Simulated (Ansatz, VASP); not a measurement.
This is a calculation of Pd for VASP 6.6.1.

INCAR

```
ALGO = Fast
EDIFF = 1E-7
ENCUT = 520
ISIF = 2
ISMEAR = -1
LASPH = T
LCHARG = T
LELF = T
LREAL = F
LVHAR = T
LWAVE = F
NBANDS = 11
NELM = 100
PREC = Accurate
SIGMA = 0.05
```

File KPOINTS:

```
k-points
0
Gamma
  12 12 12
```

Contents of POSCAR:

```
Pd
1.0
   -1.5722810000      1.5722810000      1.5722810000
    1.5722810000     -1.5722810000      1.5722810000
    1.5722810000      1.5722810000     -1.5722810000
Pd
1
Direct
    0.0000000000      0.0000000000      0.0000000000
```

Potentials or basis: VASP PAW LDA potentials, release 64 (Pd).

Run with:

```sh
$ cat potpaw_LDA.64/Pd/POTCAR > POTCAR
$ mpirun -np 1 vasp_std > vasp.out
```

Task: Set up the same calculation for Ansatz 0.2.0. Potentials there: all-electron LAPW, scalar-relativistic.

Result: As run (the cutoff follows the program's own potentials):

input.yaml

```yaml
crystal:
  lattice:
    - [-1.572281, 1.572281, 1.572281]
    - [1.572281, -1.572281, 1.572281]
    - [1.572281, 1.572281, -1.572281]
  atoms:
    - { symbol: Pd, position: [0.0, 0.0, 0.0] }
kpoints:
  mp_grid: { grid: [12, 12, 12] }
scf:
  occupations: { method: fermi_dirac, width: 0.05 }
hamiltonian:
  xc: lda
  pseudopotentials: { kind: all_electron, lapw: { basis_error: 0.001 } }
output:
  forces: true
  stress: true
  eigenvalues: true
```

Potentials or basis: all-electron LAPW, scalar-relativistic.

Run with:

```bash
$ ansatz run input.yaml --threads 1 --pin off --max-ram 3072MiB --backend cpu --events-out ev --progress --plain --runs-dir out
```

Both were run:

|  | VASP | Ansatz | Ansatz less VASP |
| --- | --- | --- | --- |
| gap on the k mesh at the Fermi level (eV) | none | none | - |
| pressure (GPa) | -15.1 | -15.3 | -0.25 |

A gap of «none» marks a metal or a gap that the smearing closes. Ansatz ran all-electron here, so the differences hold the error of VASP's frozen core and of both bases.

Caveats: so large a pressure means that the cell lies far from this level's equilibrium, or that cutoff or potentials fall short (VASP).
